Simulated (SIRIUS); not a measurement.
The system is Ge.

```
CELL_PARAMETERS angstrom
4.00068 0.00000 0.00000
2.00034 3.46469 0.00000
2.00034 1.15490 3.26654
ATOMIC_POSITIONS crystal
Ge 0.75000 0.75000 0.75000
Ge 0.50000 0.50000 0.50000
```

- Program: SIRIUS 7.12.0
- Task: relaxation of cell and atoms
- Functional: revPBE
- Potentials or basis: PseudoDojo 0.4.1 PBE standard (scalar relativistic)
- Cutoff: 1078 eV
- Density cutoff: 4311 eV
- k mesh: 4 × 4 × 4
- Occupations: fermi-dirac, width 0.05 eV
- Spin: no spin polarisation

At the start: pressure 5.9 GPa; volume 22.64 Å³/atom.

Question: Where does the relaxation end?

Answer: Over 4 steps the energy falls by 43.6 meV/atom and the volume is 25.11 Å³/atom (+10.9 %); space group Fd-3m (No. 227, to 0.05 Å).

The path:
```tsv
step	energy change (eV)	largest force (eV/Å)	pressure (GPa)	volume (Å³)
1	0.0000	0.0000	5.87	45.28
2	-0.0273	0.0000	4.92	46.09
3	-0.0844	0.0000	-0.91	51.12
4	-0.0871	0.0000	-0.06	50.23
```

Final structure:
```xyz
2
Lattice="4.1414 0.0000 0.0000 2.0707 3.5865 0.0000 2.0707 1.1955 3.3814" Properties=species:S:1:pos:R:3 pbc="T T T"
Ge    6.2121    3.5865    2.5361
Ge    4.1414    2.3910    1.6907
```

Caveat: the k mesh is coarse (spacing up to 0.48 Å⁻¹), so the values aren't converged; the potentials were made for another functional, which shifts forces and pressure.
